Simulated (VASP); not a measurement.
# HfS2 in VASP: relaxation of cell and atoms with PBE+D3(BJ)

Aim: the relaxation of cell and atoms of HfS2 with PBE+D3(BJ).

Everything below comes from runs of VASP 6.6.1. Logs are shortened: lines on timing, memory, paths and dates and some standing lists are left out, and cuts for length are marked.

**1. The structure**

The cell holds a sheet with vacuum, 3 atoms: a = 3.630 Å, b = 3.630 Å, c = 18.880 Å, α = 90.00°, β = 90.00°, γ = 120.00°.

The cell was built by a generator and needn't be a form met in nature.

**2. Relaxation of cell and atoms, PBE+D3(BJ)**

INCAR reads:

```
PREC = Accurate
ENCUT = 600
EDIFF = 1E-7
ISMEAR = 0
SIGMA = 0.03
LREAL = F
LASPH = T
NELM = 120
ALGO = Fast
ISIF = 3
LWAVE = F
LCHARG = F
GGA = PE
IVDW = 12
IBRION = 2
NSW = 60
EDIFFG = -0.005
LATTICE_CONSTRAINTS = .TRUE. .TRUE. .FALSE.
KPAR = 4
```

KPOINTS reads:

```
regular mesh
0
Gamma
  12 12 1
```

POSCAR reads:

```
HfS2
1.0
    3.6300000000      0.0000000000      0.0000000000
   -1.8150000000      3.1436722200      0.0000000000
    0.0000000000      0.0000000000     18.8800000000
S Hf
2 1
Direct
    0.3333330000      0.6666670000      0.4237288100
    0.6666670000      0.3333330000      0.5762711900
    0.0000000000      0.0000000000      0.5000000000
```

Potentials or basis: VASP PAW PBE potentials, release 64 (S, Hf_pv).

On the command line:

```console
cat potpaw_PBE.64/S/POTCAR potpaw_PBE.64/Hf_pv/POTCAR > POTCAR
mpirun -np 4 vasp_std > vasp.out
```

OUTCAR:

```text
PREC = Accurate
   ENCUT = 600
   EDIFF = 1E-7
   ISMEAR = 0
   LREAL = F
   LASPH = T
   NELM = 120
   ISIF = 3
   GGA = PE
   IVDW = 12
   IBRION = 2
   NSW = 60
   EDIFFG = -0.005
 IVDW          = 12

 ion  position               nearest neighbor table
   1  0.333  0.667  0.424-   3 2.54   3 2.54   3 2.54
   2  0.667  0.333  0.576-   3 2.54   3 2.54   3 2.54
   3  0.000  0.000  0.500-   1 2.54   2 2.54   2 2.54   1 2.54   2 2.54   1 2.54

  LATTYP: Found a hexagonal cell.
 ALAT       =     3.6300000000
 C/A-ratio  =     5.2011019284

  Lattice vectors:

 A1 = (   3.6300000000,   0.0000000000,   0.0000000000)
 A2 = (  -1.8150000000,   3.1436722200,   0.0000000000)
 A3 = (   0.0000000000,   0.0000000000,  18.8800000000)

Analysis of symmetry for initial positions (statically):
=====================================================================
 Subroutine PRICEL returns:
 Original cell was already a primitive cell.

 Routine SETGRP: Setting up the symmetry group for a
 hexagonal supercell.

 Subroutine GETGRP returns: Found 12 space group operations
 (whereof 12 operations were pure point group operations)
 out of a pool of 24 trial point group operations.

The static configuration has the point symmetry D_3d.

Analysis of symmetry for dynamics (positions and initial velocities):
=====================================================================
 Subroutine PRICEL returns:
 Original cell was already a primitive cell.

 Routine SETGRP: Setting up the symmetry group for a
 hexagonal supercell.

 Subroutine GETGRP returns: Found 12 space group operations
 (whereof 12 operations were pure point group operations)
 out of a pool of 24 trial point group operations.

The dynamic configuration has the point symmetry D_3d.

 Subroutine INISYM returns: Found 12 space group operations
 (whereof 12 operations are pure point group operations),
 and found     1 'primitive' translations

----------------------------------------------------------------------------------------

                                     Primitive cell

  volume of cell :     215.4497

  direct lattice vectors                    reciprocal lattice vectors
     3.630000000  0.000000000  0.000000000     0.275482094  0.159049661  0.000000000
    -1.815000000  3.143672220  0.000000000     0.000000000  0.318099321  0.000000000
     0.000000000  0.000000000 18.880000000     0.000000000  0.000000000  0.052966102

  length of vectors
[... 62 lines left out ...]
   total plane-waves  NPLWV = 144000
   dimension x,y,z NGX =    30 NGY =   30 NGZ =  160
   dimension x,y,z NGXF=    60 NGYF=   60 NGZF=  320
   ions per type =               2   1
   NGX,Y,Z   is equivalent  to a cutoff of  13.74, 13.74, 14.09 a.u.
   NGXF,Y,Z  is equivalent  to a cutoff of  27.48, 27.48, 28.18 a.u.
 SYSTEM =  unknown system
   PREC   = accura    normal or accurate (medium, high low for compatibility)
   ISTART =      0    job   : 0-new  1-cont  2-samecut
   ICHARG =      2    charge: 1-file 2-atom 10-const
   ISPIN  =      1    spin polarized calculation?
   LNONCOLLINEAR =      F non collinear calculations
   LSORBIT =      F    spin-orbit coupling
   LASPH  =      T    aspherical Exc in radial PAW
   ENCUT  =  600.0 eV  44.10 Ry    6.64 a.u.   7.25  7.25 37.71*2*pi/ulx,y,z
   NELM   =    120;   NELMIN=  2; NELMDL= -5     # of ELM steps
   EDIFF  = 0.1E-06   stopping-criterion for ELM
   LREAL  =      F    real-space projection
   EDIFFG = -.5E-02   stopping-criterion for IOM
   NSW    =     60    number of steps for IOM
   IBRION =      2    ionic relax: 0-MD 1-quasi-New 2-CG
   NFREE  =      1    steps in history (QN), initial steepest desc. (CG)
   ISIF   =      3    stress and relaxation
   ISYM   =      2    0-nonsym 1-usesym 2-fastsym
   POTIM  = 0.5000    time-step for ionic-motion
   TEBEG  =    0.0;   TEEND  =   0.0 temperature during run
   PSTRESS=    0.0 pullay stress
   NELECT =      22.0000    total number of electrons
   NUPDOWN=      -1.0000    fix difference up-down
   EMIN   =  10.00;   EMAX   =-10.00  energy-range for DOS
   EFERMI =   0.00;   METHOD = LEGACY
   ISMEAR =     0;   SIGMA  =   0.03  broadening in eV -4-tet -1-fermi 0-gaus
   EFERMI_NEDOS =   21; number of points for ismear=-14 and -15
   IALGO  =     68    algorithm
   IMIX   =      4    mixing-type and parameters
     AMIX     =   0.40;   BMIX     =  1.00
     AMIX_MAG =   1.60;   BMIX_MAG =  1.00
  volume/ion in A,a.u.               =      71.82       484.64
  Fermi-wavevector in a.u.,A,eV,Ry     =   0.765186  1.445992  7.966345  0.585510
  Thomas-Fermi vector in A             =   1.865252
   LORBIT       =      0    0 simple, 1 ext, 2 COOP (PROOUT), +10 PAW based schemes
   GGA     = PE    functional components
   LHFCALC =     F    Hartree Fock is set to
   AEXX    =    0.0000 exact exchange contribution
   IVDW    =    12    specifies the selected vdW correction
   LEPSILON=     F    determine dielectric tensor
   LRPA    =     F    only Hartree local field effects (RPA)
 conjugate gradient relaxation of ions
 non-spin polarized calculation
 RMM-DIIS sequential band-by-band and
 Gauss-broadening in eV      SIGMA  =   0.03
  energy-cutoff  :      600.00
  volume of cell :      215.45
 maximum number of plane-waves:      7245
 NGX is ok and might be reduce to    30
   NGX = 15   NGY = 15   NGZ = 75

--------------------------------------- Ionic step        1  -------------------------------------------

 number of electron      22.0000000 magnetization

 Free energy of the ion-electron system (eV)
  ---------------------------------------------------
  ext. energy  EPLUGINS =         0.00000000
  ---------------------------------------------------
  free energy    TOTEN  =       -22.92224939 eV

  energy without entropy =      -22.92224939  energy(sigma->0) =      -22.92224939

------------------------ aborting loop because EDIFF is reached ----------------------------------------

 Edisp (eV)   -0.68378

 E8    (eV) :    -0.3135
[... 196 lines left out ...]
--------------------------------------- Ionic step        6  -------------------------------------------

 number of electron      22.0000000 magnetization

 Free energy of the ion-electron system (eV)
  ---------------------------------------------------
  ext. energy  EPLUGINS =         0.00000000
  ---------------------------------------------------
  free energy    TOTEN  =       -22.91815037 eV

  energy without entropy =      -22.91815037  energy(sigma->0) =      -22.91815037

 E-fermi :  -3.1836     XC(G=0):  -3.5326

 val. band max:       -3.3432076374   @ k =   0.0000   0.0000   0.0000
 cond. band min:      -2.1283063144   @ k =   0.5000   0.0000   0.0000
 fundamental gap:      1.2149013230
 Fermi energy:        -3.1836271769

 k-point     1 :       0.0000    0.0000    0.0000
  band No.  band energies     occupation
      1     -33.9822      2.00000
      2     -33.8681      2.00000
      3     -33.8680      2.00000
      4     -16.2256      2.00000
      5     -14.8233      2.00000
      6      -7.4873      2.00000
      7      -5.9503      2.00000
      8      -5.9503      2.00000
      9      -4.2887      2.00000
     10      -3.3432      2.00000
     11      -3.3432      2.00000
     12      -1.2678      0.00000
     13      -1.2678      0.00000
     14      -0.5699      0.00000
[... 357 lines left out ...]
  FREE ENERGIE OF THE ION-ELECTRON SYSTEM (eV)
  ---------------------------------------------------
  free  energy   TOTEN  =       -23.6083049573 eV

  energy  without entropy=      -23.6083049573  energy(sigma->0) =      -23.60830496

 reached required accuracy - stopping structural energy minimisation
```

CONTCAR:

```text
HfS2
   1.00000000000000
     3.6101928669583074    0.0000000000000000    0.0000000000000000
    -1.8050964334791537    3.1265187395399070    0.0000000000000000
     0.0000000000000000    0.0000000000000000   18.8799999999999990
  S               Hf
     2     1
Direct
     0.3333330000000032    0.6666669999999968    0.4230165235899804
     0.6666669999999968    0.3333330000000032    0.5769834764100195
     0.0000000000000000    1.0000000000000000    0.5000000000000000

  0.00000000E+00  0.00000000E+00  0.00000000E+00
  0.00000000E+00  0.00000000E+00  0.00000000E+00
  0.00000000E+00  0.00000000E+00  0.00000000E+00
```

Run time: 5.7 min. Hardware: 4 MPI ranks of Intel Xeon Platinum 8375C at 2.90GHz (Ice Lake), shared host; peak memory 0.45 GiB.

What came out:

- Free energy: -23.6083 eV
- Relaxed volume: 71.03 Å³/atom
- Relaxed cell: a = 3.610 Å, b = 3.610 Å, c = 18.880 Å, α = 90.00°, β = 90.00°, γ = 120.00°
- Space group after relaxing (to 0.05 Å): P-3m1 (No. 164)
- Energy gained by relaxing: 0.8 meV/atom
- Ionic steps: 6
- Band gap on the k mesh: 1.21 eV, indirect (least direct gap 2.08 eV)
- Dispersion energy per atom: -0.230 eV

The path:
| step | energy change (eV) | largest force (eV/Å) | pressure (GPa) | volume (Å³) |
| --- | --- | --- | --- | --- |
| 1 | 0.0000 | 0.0554 | -0.10 | 215.45 |
| 2 | -0.0012 | 0.1133 | 0.15 | 213.51 |
| 3 | -0.0012 | 0.1053 | 0.11 | 213.82 |
| 4 | -0.0021 | 0.0497 | 0.06 | 213.43 |
| 5 | -0.0023 | 0.0097 | 0.01 | 213.16 |
| 6 | -0.0023 | 0.0013 | 0.00 | 213.10 |

Final structure:
```
CELL_PARAMETERS angstrom
3.61019 0.00000 0.00000
-1.80510 3.12652 0.00000
0.00000 0.00000 18.88000
ATOMIC_POSITIONS crystal
S 0.33333 0.66667 0.42302
S 0.66667 0.33333 0.57698
Hf 0.00000 0.00000 0.50000
```

Levels at points of the mesh, in eV from the valence-band top:
| k point | band 8 | band 9 | band 10 | band 11 | band 12 | band 13 | band 14 | band 15 |
| --- | --- | --- | --- | --- | --- | --- | --- | --- |
| (0.00, 0.00, 0.00) | -2.61 | -0.95 | 0.00 | 0.00 | 2.08 | 2.08 | 2.77 | 5.33 |
| (0.50, 0.00, 0.00) | -2.42 | -2.35 | -1.33 | -1.05 | 1.21 | 4.20 | 4.29 | 6.28 |

Caveat: spin-orbit coupling is left out, which moves the levels of the heavy elements.
